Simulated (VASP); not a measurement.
GaAs, 2 atoms in the cell. Symmetry: F-43m, No. 216, cubic system. The conventional cell has a = 5.654 Å, b = 5.654 Å, c = 5.654 Å, α = 90.00°, β = 90.00°, γ = 90.00°. Around As (site symmetry -43m) lie 4 Ga at 2.45 Å. Ga (site symmetry -43m) has 4 As at 2.45 Å as nearest neighbours. 

* Program: VASP 6.6.1
* Task: relaxation of cell and atoms
* Functional: PBEsol
* Potentials or basis: VASP PAW PBE potentials, release 64 (As, Ga_d)
* Cutoff: 600 eV
* k mesh: 8 × 8 × 8
* Occupations: fermi-dirac, width 0.05 eV
* Spin: no spin polarisation
* Further INCAR settings: ALGO = Normal; EDIFF = 1e-07; IBRION = 2; EDIFFG = -0.01; NSW = 60; ISIF = 3

Potentials or basis: VASP PAW PBE potentials, release 64 (As, Ga_d).

The run is started by

```console
$ cat potpaw_PBE.64/As/POTCAR potpaw_PBE.64/Ga_d/POTCAR > POTCAR
$ mpirun -np 1 vasp_std > vasp.out
```

Hardware: 1 thread of Intel(R) Xeon(R) Platinum 8488C (Sapphire Rapids), with other jobs on the host.

Problem. How long does it take, and how much memory?

Solution. Run time: 29 s on 1 thread of Intel(R) Xeon(R) Platinum 8488C (Sapphire Rapids), with other jobs on the host, peak memory 0.19 GiB. Counts: scf iterations 25, k points 29, ion steps 3.
